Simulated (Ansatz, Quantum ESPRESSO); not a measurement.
Pb and the effect of the dispersion correction

The cell as given:

Symmetry: Fm-3m, No. 225, cubic system. The conventional cell has a = 4.950 Å, b = 4.950 Å, c = 4.950 Å, α = 90.00°, β = 90.00°, γ = 90.00°. Pb (site symmetry m-3m) is surrounded by 12 Pb at 3.50 Å.

Kept alike: task relaxation of cell and atoms; functional PBEsol; k mesh 9 × 9 × 9; occupations fermi-dirac, width 0.05 eV; no spin polarisation. Program: Ansatz, Ansatz PAW, cutoff 420 eV. The mesh is that of the run's cell of 1 atom. No spin-orbit coupling.

```csv
dispersion correction,volume (Å³/atom)
D3(BJ),28.501
D3(BJ)-ATM,28.636
D4,29.156
none,29.937
```

The relaxations keep at least the cell's symmetry (Fm-3m). For a metal such a mesh leaves the last digits unconverged. Relaxations stop with a little pressure left, so the last digits of a volume or edge aren't settled. All rows use potentials made for PBE.

Question: What does the dispersion correction change here?

Answer: The volume runs from 28.501 (D3(BJ)) to 29.937 Å³/atom (none). Against no correction: D3(BJ) -4.8 %; D3(BJ)-ATM -4.3 %; D4 -2.6 %. Dispersion terms mostly attract and so lower the volume; the schemes' coefficients and damping set how far. Measured: 30.32 Å³/atom at 298.15 K (COD entry, doi:10.1063/1.1698520); nearest none, 0.38 Å³/atom off. The runs are for a static lattice. A twin series (Quantum ESPRESSO, GBRV 1.5 PBEsol) moves it by +1.2851 between D3(BJ) and none, against +1.4354 Å³/atom here.
